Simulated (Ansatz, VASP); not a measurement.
**One calculation of RbBr, two programs**

INCAR

```
SYSTEM = RbBr
PREC = Accurate
ENCUT = 520
EDIFF = 1E-7
ISMEAR = 0
SIGMA = 0.05
LREAL = .FALSE.
LASPH = .TRUE.
NELM = 100
ALGO = Normal
ISIF = 2
LWAVE = .FALSE.
LCHARG = .FALSE.
GGA = PS
NBANDS = 15
```

KPOINTS

```
regular mesh
0
G
  6 6 6
  0 0 0
```

Contents of POSCAR:

```
RbBr
1.0
    3.9614953456      0.0000000000      0.0000000000
    0.0000000000      3.9614953456      0.0000000000
    0.0000000000      0.0000000000      4.0701688540
Rb Br
1 1
Direct
   -0.0992287032      0.0000000000      0.0000000000
    0.6061381027      0.5000000000      0.5000000000
```

Input for Ansatz:

```yaml
crystal:
  lattice:
    - [3.9614953456, 0.0, 0.0]
    - [0.0, 3.9614953456, 0.0]
    - [0.0, 0.0, 4.070168854]
  atoms:
    - { symbol: Rb, position: [-0.0992287032, 0.0, 0.0] }
    - { symbol: Br, position: [0.6061381027, 0.5, 0.5] }
basis:
  ecutwfc: 420
kpoints:
  mp_grid: { grid: [6, 6, 6] }
hamiltonian:
  xc: pbesol
scf:
  occupations: { method: gaussian, width: 0.05 }
output:
  forces: true
  stress: true
  eigenvalues: true
```

Change from the starting cell: mode 4 frozen in at -0.432 Å, equal normal strain along x and y -0.0267.

Alike in both runs: task single point; functional PBEsol; k mesh 6 × 6 × 6; occupations gaussian, width 0.05 eV; no spin polarisation.

```csv
,VASP,Ansatz
version,VASP 6.6.1,Ansatz 0.2.0
potentials or method,"VASP PAW PBE potentials, release 64 (Rb_sv, Br)","scalar-relativistic, plane waves, PAW"
plane-wave cutoff (eV),520,420
valence electrons in the cell,16,16
```

VASP gave:

* gap on the k mesh at the Fermi level (eV): 4.13
* least direct gap on the mesh (eV): 4.31
* pressure (GPa): 5.5
* largest component of the traceless stress (GPa): 2.47
* rms of the force components (eV/Å): 0.559

Task: Estimate Ansatz's values.

Result: gap on the k mesh at the Fermi level (eV): 4.13; least direct gap on the mesh (eV): 4.32; pressure (GPa): 5.3; largest component of the traceless stress (GPa): 2.42; rms of the force components (eV/Å): 0.550.

Atom by atom the forces differ by 0.009 eV/Å (rms over components).

Caveats: the PAW data sets were made with another functional, which shifts forces and pressure a little (VASP). A k mesh can miss the band edges.
